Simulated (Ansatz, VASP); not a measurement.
## One calculation of Sb, two programs

File INCAR:

```
SYSTEM = Sb
PREC = Accurate ; ENCUT = 520
EDIFF = 1E-8 ; ISMEAR = -1
SIGMA = 0.05 ; LREAL = .FALSE.
LASPH = .TRUE. ; NELM = 100
ALGO = Normal ; ISIF = 2
LWAVE = .FALSE. ; LCHARG = .FALSE.
GGA = PE ; LEFG = .TRUE.
NBANDS = 8
```

KPOINTS

```
regular mesh
0
G
  12 12 12
  0 0 0
```

POSCAR

```
Sb
1.0
    0.0000000000      2.2972909123      2.2972909123
    2.2972909123      0.0000000000      2.2972909123
    2.2972909123      2.2972909123      0.0000000000
Sb
1
Direct
    0.0000000000      0.0000000000      0.0000000000
```

Input for Ansatz:

```yaml
crystal:
  lattice:
    - [0.0, 2.2972909123, 2.2972909123]
    - [2.2972909123, 0.0, 2.2972909123]
    - [2.2972909123, 2.2972909123, 0.0]
  atoms:
    - { symbol: Sb, position: [0.0, 0.0, 0.0] }
kpoints:
  mp_grid: { grid: [12, 12, 12] }
scf:
  occupations: { method: fermi_dirac, width: 0.05 }
hamiltonian:
  xc: pbe
  pseudopotentials: { kind: all_electron, datasets: crystal }
output:
  forces: true
  stress: true
  eigenvalues: true
  efg: { contact_densities: true }
```

Change from the starting cell: volume scaled by 0.99, crystal datasets.

Alike in both runs: task electric field gradients; functional PBE; k mesh 12 × 12 × 12; occupations fermi-dirac, width 0.05 eV; no spin polarisation.

|  | VASP | Ansatz |
| --- | --- | --- |
| version | VASP 6.6.1 | Ansatz 0.2.0 |
| potentials or method | VASP PAW PBE potentials, release 64 (Sb) | all-electron PAW with datasets made for the crystal, scalar-relativistic |
| plane-wave cutoff (eV) | 520 | see its input |

VASP gave:

* pressure (GPa): 9.5
* Vzz of the field gradient on the site that differs most (V/Å²): 0.0

Question: Estimate Ansatz's values.

Answer: Pressure (GPa): 9.7; Vzz of the field gradient on the site that differs most (V/Å²): 0.0.

Ansatz ran all-electron here, so the differences hold the error of VASP's frozen core and of both bases. Ansatz warned: «gradients_without_spin_orbit».

The runs have no spin-orbit coupling, so splittings on Sb are missing.
